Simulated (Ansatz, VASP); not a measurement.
LiF in VASP and in Ansatz

```
Li F
1.0
     0.00000    2.03995    2.28090
     2.03995    0.00000    2.28090
     2.03995    2.03995    0.00000
Li F
1 1
Direct
  0.00000 0.00000 0.00000
  0.25000 0.25000 0.25000
```

Change from the starting cell: epitaxial_xy strain -4.9%.

Alike in both runs: task single point; functional r2SCAN; k mesh 10 × 10 × 10; no spin polarisation.

|  | VASP | Ansatz |
| --- | --- | --- |
| version | VASP 6.6.1 | Ansatz 0.2.0 |
| potentials or method | VASP PAW PBE potentials, release 64 (Li_sv, F) | plane waves, PAW |
| plane-wave cutoff (eV) | 520 | 500 |
| occupations | gaussian, width 0.01 eV | fixed |
| valence electrons in the cell | 10 | 10 |

|  | VASP | Ansatz | Ansatz less VASP |
| --- | --- | --- | --- |
| gap on the k mesh at the Fermi level (eV) | 8.87 | 8.79 | -0.086 |

 A k mesh can miss the band edges.
